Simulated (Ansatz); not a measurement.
C: C interstitial

Level of theory: Ansatz 0.2.0, DFT PBE, scalar-relativistic, plane waves, PAW. Run with 420 eV cutoff, 6×6×6 k-mesh, Gaussian smearing of 0.10 eV, no spin polarisation.

Host crystal, relaxed:

```xyz
4
Lattice="1.2333 0.7120 8.5757 -1.2333 0.7120 8.5757 0.0000 -1.4240 8.5757" Properties=species:S:1:pos:R:3 pbc="T T T"
C     0.0000    0.0000   23.6061
C     0.0000    0.0000    6.4547
C     0.0000    0.0000   19.2723
C     0.0000    0.0000    2.1209
```

Supercell of 16 atoms, rows in host cell vectors: -2 2 0; -2 0 2; -1 1 1. Atoms relax at the host's cell, keeping the symmetry that the supercell leaves at the site. The cell is small, so energies carry finite-size errors of tenths of an eV. The host's Kohn–Sham gap is 0.07 eV. Atoms are taken from and returned to the elements' standard states.

Defect: C interstitial set at (0.500, 0.500, 0.500) of the host cell. Before relaxation its nearest neighbours are 12 C at 2.59 Å.

```json
{"charge": "0", "E_f at the valence band top (eV)": "8.00", "moment (μB)": "0.00", "largest move (Å)": "0.14", "atoms near the site": "12 C at 2.48 Å"}
```